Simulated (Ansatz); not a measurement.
Runs of Ansatz 0.2.0 on Sb. The structure is trigonal, space group R-3m (No. 166). Conventional cell: a = 4.308 Å, b = 4.308 Å, c = 11.274 Å, α = 90.00°, β = 90.00°, γ = 120.00°. Around Sb (site symmetry 3m) lie 3 Sb at 2.91 Å. 

| level | cutoff (eV) | gap on the mesh (eV) | pressure (GPa) | relaxed volume (Å³/atom) |
| --- | --- | --- | --- | --- |
| RPBE | 420 | none | 0.0 | 33.46 |
| LDA | 420 | none | 0.0 | 29.24 |
| PBEsol | 420 | none | 0.0 | 29.86 |
| revPBE | 420 | none | 0.0 | (b) |
| r2SCAN | 500 | none | 0.0 | (a) |

Alike in all rows: task relaxation of cell and atoms; potentials or basis Ansatz PAW; no spin polarisation; cell relaxed; k mesh 8 × 8 × 8; smearing fermi-dirac 0.05 eV.

Estimate the missing entries.

(a) 31.70; (b) 32.97.

Caveats: the plane-wave basis is chosen anew once the cell has moved, so the energies of steps on either side of that aren't comparable; the PAW data sets come from PBE, with cores solved anew for the run's functional, which leaves a small shift of forces and pressure.

A k mesh can miss the band edges, and the runs leave out spin-orbit coupling on Sb.

A gap of «none» marks a metal or a gap under the smearing width.

Runs at the PBE level aren't shown here.
